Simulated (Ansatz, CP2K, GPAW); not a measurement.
**GaSb: 3 runs at one level of theory**

```
Sb Ga
1.0
     4.32608    0.00000    0.00000
     2.16304    3.74649    0.00000
     2.16304    1.24883    3.53223
Sb Ga
1 1
Direct
  0.75000 0.75000 0.75000
  0.00000 0.00000 0.00000
```

Alike in all runs: task single point; functional PBE; k mesh 8 × 8 × 8; occupations gaussian, width 0.05 eV; no spin polarisation; no spin-orbit coupling. Pressure is positive in compression and, in plane waves, holds the error of the finite cutoff.

```csv
program and potentials,plane-wave cutoff (eV),notes,band gap (eV),pressure (GPa)
"GPAW, GPAW PAW data sets (gpaw-data 1.2.1)",600,-,?,?
"Ansatz, all-electron LAPW, scalar-relativistic",-,-,0.04,2.33
"CP2K, POTENTIAL_UZH Sb GTH-PBE-q5, Ga GTH-PBE-q13; TZVP-MOLOPT-PBE-GTH basis",-,atomic basis,0.08,2.92
```

Question: Estimate from the other rows what the run with GPAW, GPAW PAW data sets (gpaw-data 1.2.1) gave.

Answer: Band gap 0.09 eV; pressure 2.32 GPa. The other rows, which needn't bracket it: band gap 0.04 to 0.08; pressure 2.33 to 2.92.
